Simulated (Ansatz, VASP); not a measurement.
**Two plane-wave programs on Ge**

INCAR

```
SYSTEM = Ge
PREC = Accurate ; ENCUT = 520
EDIFF = 1E-7 ; ISMEAR = -1
SIGMA = 0.05 ; LREAL = .False.
LASPH = .True. ; NELM = 80
ALGO = Normal ; ISIF = 2
LWAVE = .False. ; LCHARG = .False.
GGA = PE ; NBANDS = 13
```

Contents of KPOINTS:

```
Automatic mesh
0
Gamma
  12 12 12
  0 0 0
```

The input POSCAR:

```
Ge
1.0
   -1.5866819298      1.5866819298      1.8478636534
    1.5866819298     -1.5866819298      1.8478636534
    1.5866819298      1.5866819298     -1.8478636534
Ge
1
Direct
    0.5000000000      0.5000000000      0.0000000000
```

The input input.yaml:

```yaml
crystal:
  lattice:
    - [-1.5866819298, 1.5866819298, 1.8478636534]
    - [1.5866819298, -1.5866819298, 1.8478636534]
    - [1.5866819298, 1.5866819298, -1.8478636534]
  atoms:
    - { symbol: Ge, position: [0.5, 0.5, 0.0] }
hamiltonian:
  xc: pbe
  pseudopotentials: { kind: paw, azcp: { folder: soft_1 } }
kpoints:
  mp_grid: { grid: [12, 12, 12] }
scf:
  occupations: { method: fermi_dirac, width: 0.05 }
output:
  forces: true
  stress: true
  eigenvalues: true
  write_density: true
  write_potential: true
  elf: true
  volumetric_format: npy
```

The cell was built by a generator and needn't be a form met in nature.

Alike in both runs: task single point; functional PBE; k mesh 12 × 12 × 12; occupations fermi-dirac, width 0.05 eV; no spin polarisation.

|  | VASP | Ansatz |
| --- | --- | --- |
| version | VASP 6.6.1 | Ansatz 0.2.0 |
| potentials or method | VASP PAW PBE potentials, release 64 (Ge_d) | Ansatz PAW soft_1 |
| plane-wave cutoff (eV) | 520 | 420 |
| valence electrons in the cell | 14 | 14 |

|  | VASP | Ansatz | Ansatz less VASP |
| --- | --- | --- | --- |
| gap on the k mesh at the Fermi level (eV) | none | none | - |
| pressure (GPa) | 3.4 | 3.4 | -0.02 |
| largest component of the traceless stress (GPa) | 0.12 | 0.12 | -0.005 |

A gap of «none» marks a metal or a gap that the smearing closes. With one functional, cell and mesh, what is left measures potentials, basis and numerics.
